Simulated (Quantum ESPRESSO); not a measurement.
A run of Quantum ESPRESSO 7.5:

Contents of pw.in:

```
&CONTROL
  calculation = 'scf'
  prefix = 'pwscf'
  outdir = './tmp'
  pseudo_dir = './pseudo'
  tprnfor = .true.
  tstress = .true.
  disk_io = 'nowf'
/
&SYSTEM
  ibrav = 0
  nat = 4
  ntyp = 2
  ecutwfc = 55
  ecutrho = 440
  nbnd = 34
  occupations = 'smearing'
  smearing = 'fd'
  degauss = 0.00367493
  nspin = 2
  starting_magnetization(1) = 0.0556
  starting_magnetization(2) = 0
/
&ELECTRONS
  conv_thr = 8d-10
  electron_maxstep = 120
  mixing_beta = 0.3
/
ATOMIC_SPECIES
Ni    58.6934 ni_pbe_v1.4.uspp.F.UPF
Si    28.0850 Si.pbe-n-rrkjus_psl.1.0.0.UPF
CELL_PARAMETERS angstrom
   2.9427706600    0.0000000000    0.0000000000
   0.0000000000    3.2803255400    0.0000000000
   0.0000000000    0.0000000000    4.6774467600
ATOMIC_POSITIONS crystal
Ni     0.5000000000    0.5000000000    0.3424955900
Ni     0.0000000000    0.0000000000    0.6575044100
Si     0.5000000000    0.5000000000    0.8431431600
Si     0.0000000000    0.0000000000    0.1568568400
K_POINTS automatic
9 8 6 0 0 0
```

Potentials or basis: SSSP 1.3 efficiency PBE.

The run is started by

```bash
$ OMP_NUM_THREADS=1 mpirun -n 2 pw.x -nk 2 -in pw.in > pw.out
```

Hardware: 2 MPI ranks on Arm Neoverse V2, with other jobs on the host.

Question: How long does it take, and how much memory?

Answer: Wall time 2.7 min on 2 MPI ranks on Arm Neoverse V2 (shared host), peak memory 0.5 GiB a rank. Counts: scf iterations 16, k pools 2, bands 34, k points 100, g dense 47575.
